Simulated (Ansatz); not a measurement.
A (001) slab of TaN (P-6m2 (No. 187)), 8 planes, outer planes N (top) and Ta (bottom), with 8 atoms (Ta4N4) in a surface cell of A = 7.404 Å², as cut from the bulk:

```yaml
crystal:
  lattice:
    - [2.92399, 0.00000, 0.00000]
    - [-1.46199, 2.53225, 0.00000]
    - [0.00000, 0.00000, 25.04755]
  atoms:
    - { symbol: Ta, position: [0.33333, 0.66667, 0.29943] }
    - { symbol: N, position: [0.00000, 0.00000, 0.35674] }
    - { symbol: Ta, position: [0.33333, 0.66667, 0.41404] }
    - { symbol: N, position: [0.00000, 0.00000, 0.47135] }
    - { symbol: Ta, position: [0.33333, 0.66667, 0.52865] }
    - { symbol: N, position: [0.00000, 0.00000, 0.58596] }
    - { symbol: Ta, position: [0.33333, 0.66667, 0.64326] }
    - { symbol: N, position: [0.00000, 0.00000, 0.70057] }
```

The calculation used DFT PBEsol, scalar-relativistic, plane waves, PAW in Ansatz. Cutoff 420 eV; k points 12×12×1 on the computed 8-atom cell (Γ-centred); Gaussian smearing, width 0.10 eV; no spin polarisation. A dipole correction removes the field between periodic images along c.

Against the same 8 atoms in the bulk, the slab as cut lies 5.323 eV higher and the relaxed slab 3.865 eV higher.

(1) Work out the surface energy before and after relaxation.

(2) What is the ideal work of this cut, per area?

Answers

(1) The slab has two faces, so γ = (E_slab − N·E_bulk)/(2A), the mean of both. As cut: 5.323/(2 × 7.404) = 0.3595 eV/Å², and 1 eV/Å² = 16.02 J/m², so γ = 5.76 J/m². Relaxed: 3.865/(2 × 7.404) = 0.2610 eV/Å² = 4.18 J/m². Relaxation recovers 27 % of the cost of cutting.

(2) Griffith's ideal work is 2γ: 11.52 J/m² if the new faces stay rigid, 8.36 J/m² if they relax. One thickness was run, 8 planes, so γ can still shift with it.

The reference crystal is a form of TaN, which isn't its usual structure.